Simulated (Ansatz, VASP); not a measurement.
# One calculation of CuO (Tenorite), two programs

```
CELL_PARAMETERS angstrom
2.29679 -1.67842 0.00000
2.29679 1.67842 0.00000
-0.84299 0.00000 4.95615
ATOMIC_POSITIONS crystal
Cu 0.49680 0.00320 0.50000
Cu 0.00320 0.49680 0.00000
O 0.40560 0.57140 0.75370
O 0.57140 0.40560 0.25370
```

Change from the starting cell: volume scaled by 0.94.

Alike in both runs: task single point; functional PBEsol; k mesh 10 × 10 × 5; occupations fermi-dirac, width 0.05 eV; no spin polarisation.

|  | VASP | Ansatz |
| --- | --- | --- |
| version | VASP 6.6.1 | Ansatz 0.2.0 |
| potentials or method | VASP PAW PBE potentials, release 64 (Cu, O) | Ansatz PAW |
| plane-wave cutoff (eV) | 520 | 420 |
| valence electrons in the cell | 34 | 50 |

VASP gave:

| Quantity | Value |
| --- | --- |
| gap on the k mesh at the Fermi level (eV) | none |
| pressure (GPa) | 10.5 |
| largest component of the traceless stress (GPa) | 3.04 |
| rms of the force components (eV/Å) | 0.518 |

Problem. What did Ansatz give for the same quantities?

Solution. gap on the k mesh at the Fermi level (eV): none; pressure (GPa): 9.7; largest component of the traceless stress (GPa): 2.92; rms of the force components (eV/Å): 0.504.

Atom by atom the forces differ by 0.025 eV/Å (rms over components). A gap of «none» marks a metal or a gap that the smearing closes. With one functional, cell and mesh, what is left measures potentials, basis and numerics. The two sets of potentials don't hold the same shells in valence.

Caveats: the run has no spin polarisation, though such a crystal can be magnetic; semilocal functionals often make such compounds metallic where correlation or magnetic order opens a gap, which also shifts bond lengths; the PAW data sets were made with another functional, which shifts forces and pressure a little (VASP); the pressure holds a Pulay correction of +0.8 GPa for the finite cutoff (Ansatz); the PAW data sets come from PBE, with cores solved anew for the run's functional, which leaves a small shift of forces and pressure (Ansatz).
